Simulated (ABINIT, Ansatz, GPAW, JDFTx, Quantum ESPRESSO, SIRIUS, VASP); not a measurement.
One calculation of Pt, 7 ways

```
Pt
1.0
     0.00000    1.96090    1.96090
     1.96090    0.00000    1.96090
     1.96090    1.96090    0.00000
Pt
1
Direct
  0.00000 0.00000 0.00000
```

Alike in all runs: task single point; functional PBE; k mesh 12 × 12 × 12; occupations fermi-dirac, width 0.05 eV; no spin polarisation; no spin-orbit coupling. Pressure is positive in compression and, in plane waves, holds the error of the finite cutoff.

```tsv
program and potentials	plane-wave cutoff (eV)	notes	band gap (eV)	pressure (GPa)
ABINIT, JTH PAW PBE v2.0	435	10 valence electrons an atom on average	no gap	11.11
Quantum ESPRESSO, SSSP 1.3 efficiency PBE	748	16 valence electrons an atom on average	no gap	9.44
GPAW, GPAW PAW data sets (gpaw-data 1.2.1)	600	16 valence electrons an atom on average	?	?
SIRIUS, PseudoDojo 0.4.1 PBE standard (scalar relativistic)	1152	18 valence electrons an atom on average	no gap	9.67
Ansatz, all-electron LAPW, scalar-relativistic	-	-	no gap	10.22
JDFTx, PseudoDojo-SR-PBE-0.5-standard	1143	18 valence electrons an atom on average	no gap	9.67
VASP, PBE PAW files Pt, 520 eV	520	10 valence electrons an atom on average	no gap	9.74
```

Q: Estimate from the other rows what the run with GPAW, GPAW PAW data sets (gpaw-data 1.2.1) gave.

A: No band gap; pressure 9.78 GPa. The other rows, which needn't bracket it: pressure 9.44 to 11.11.
